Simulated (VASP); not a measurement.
Computed with PBE GGA, VASP's PBE PAW potentials (set 64) (plane waves; VASP).

VASP ran on this input.

POSCAR:
```
ZnTe
1.0
  0.0000000000   3.0870065809   3.0870065809
  3.0870065809   0.0000000000   3.0870065809
  3.0870065809   3.0870065809   0.0000000000
Zn Te
1 1
Cart
  0.0000000000   0.0000000000   0.0000000000
  1.5435032904   1.5435032904   1.5435032904
```

**INCAR**
```
SYSTEM = ZnTe
PREC = Accurate
ENCUT = 400
EDIFF = 1E-6
NELM = 100
ALGO = Normal
LREAL = .FALSE.
LASPH = .TRUE.
ISMEAR = 0
SIGMA = 0.05
GGA = PE
LMAXMIX = 4
LWAVE = .FALSE.
LCHARG = .FALSE.
IBRION = 2
ISIF = 3
NSW = 60
EDIFFG = -0.01
```

### KPOINTS
```
Automatic mesh
0
Gamma
7 7 7
0 0 0
```

POTCAR, in this order: Zn Te (PBE.64 set). Program: vasp_std.

The resulting files:

### OSZICAR
```
       N       E                     dE             d eps       ncg     rms          rms(c)
DAV:   1     0.686255639738E+02    0.68626E+02   -0.73943E+03   520   0.118E+03
DAV:   2    -0.181125985205E+01   -0.70437E+02   -0.68293E+02   575   0.231E+02
DAV:   3    -0.530966530132E+01   -0.34984E+01   -0.34813E+01   625   0.533E+01
DAV:   4    -0.535947081719E+01   -0.49806E-01   -0.49800E-01   711   0.635E+00
DAV:   5    -0.535981661656E+01   -0.34580E-03   -0.34580E-03   645   0.391E-01    0.455E+00
DAV:   6    -0.519430575974E+01    0.16551E+00   -0.58295E-01   636   0.215E+01    0.358E+00
DAV:   7    -0.518418003418E+01    0.10126E-01   -0.11045E-01   595   0.383E+00    0.144E+00
DAV:   8    -0.518420119824E+01   -0.21164E-04   -0.45165E-03   673   0.687E-01    0.374E-01
DAV:   9    -0.518443447232E+01   -0.23327E-03   -0.10289E-03   570   0.316E-01    0.120E-01
DAV:  10    -0.518445601110E+01   -0.21539E-04   -0.76966E-05   613   0.869E-02    0.874E-02
DAV:  11    -0.518451155000E+01   -0.55539E-04   -0.92980E-05   545   0.628E-02    0.476E-02
DAV:  12    -0.518451238662E+01   -0.83662E-06   -0.30174E-06   625   0.224E-02
   1 F= -.51845124E+01 E0= -.51845124E+01  d E =-.518451E+01
       N       E                     dE             d eps       ncg     rms          rms(c)
DAV:   1    -0.518506933099E+01   -0.55778E-03   -0.74631E-03   635   0.166E+00    0.171E-01
DAV:   2    -0.518458550656E+01    0.48382E-03   -0.19415E-03   615   0.108E+00    0.574E-02
DAV:   3    -0.518452394621E+01    0.61560E-04   -0.53203E-05   560   0.745E-02    0.293E-02
DAV:   4    -0.518450661045E+01    0.17336E-04   -0.15190E-05   605   0.337E-02    0.107E-02
DAV:   5    -0.518450568320E+01    0.92725E-06   -0.10674E-06   315   0.125E-02
   2 F= -.51845057E+01 E0= -.51845057E+01  d E =0.670342E-05
       N       E                     dE             d eps       ncg     rms          rms(c)
DAV:   1    -0.518471097705E+01   -0.20437E-03   -0.26082E-03   630   0.985E-01    0.100E-01
DAV:   2    -0.518454242158E+01    0.16856E-03   -0.69381E-04   615   0.652E-01    0.352E-02
DAV:   3    -0.518452193701E+01    0.20485E-04   -0.18319E-05   545   0.463E-02    0.176E-02
DAV:   4    -0.518451651126E+01    0.54257E-05   -0.52841E-06   585   0.204E-02    0.638E-03
DAV:   5    -0.518451622905E+01    0.28221E-06   -0.35399E-07   260   0.731E-03
   3 F= -.51845162E+01 E0= -.51845162E+01  d E =-.384243E-05
```

### OUTCAR
```
------------------------ aborting loop because EDIFF is reached ----------------------------------------
  FORCE on cell =-STRESS in cart. coord.  units (eV):
  Direction    XX          YY          ZZ          XY          YZ          ZX
  --------------------------------------------------------------------------------------
  Total        0.0103316      0.0103316      0.0103316     -0.0000000      0.0000000     -0.0000000
  in kB        0.2811475      0.2811475      0.2811475     -0.0000000      0.0000000     -0.0000000
  external PRESSURE =       0.2811475 kB  Pullay stress =       0.0000000 kB
  volume of cell :       58.88
      direct lattice vectors                 reciprocal lattice vectors
    -0.000000000  3.087723208  3.087723208    -0.161931613  0.161931613  0.161931613
     3.087723208 -0.000000000  3.087723208     0.161931613 -0.161931613  0.161931613
     3.087723208  3.087723208  0.000000000     0.161931613  0.161931613 -0.161931613
 POSITION                                       TOTAL-FORCE (eV/Angst)
 -----------------------------------------------------------------------------------
      0.00000      0.00000      0.00000        -0.000000     -0.000000     -0.000000
      1.54386      1.54386      1.54386         0.000000      0.000000      0.000000
 -----------------------------------------------------------------------------------
    total drift:                               -0.000003     -0.000003     -0.000003
  FREE ENERGIE OF THE ION-ELECTRON SYSTEM (eV)
  ---------------------------------------------------
  free  energy   TOTEN  =        -5.1845162291 eV

  energy  without entropy=       -5.1845162291  energy(sigma->0) =       -5.18451623

 reached required accuracy - stopping structural energy minimisation
```
(Selected blocks of OUTCAR.)

**CONTCAR**
```
ZnTe
   1.00000000000000
    -0.0000000000000000    3.0877232077562082    3.0877232077562082
     3.0877232077562082   -0.0000000000000000    3.0877232077562082
     3.0877232077562082    3.0877232077562082    0.0000000000000000
  Zn              Te
     1     1
Direct
     0.0000000000000000    0.0000000000000000    0.0000000000000000
     0.2500000000000000    0.2500000000000000    0.2500000000000000
```

The compound is ZnTe in the zinc blende structure. This run relaxes it. Symmetry was kept, so distortions that lower it aren't found. The start is the result of an earlier pass.
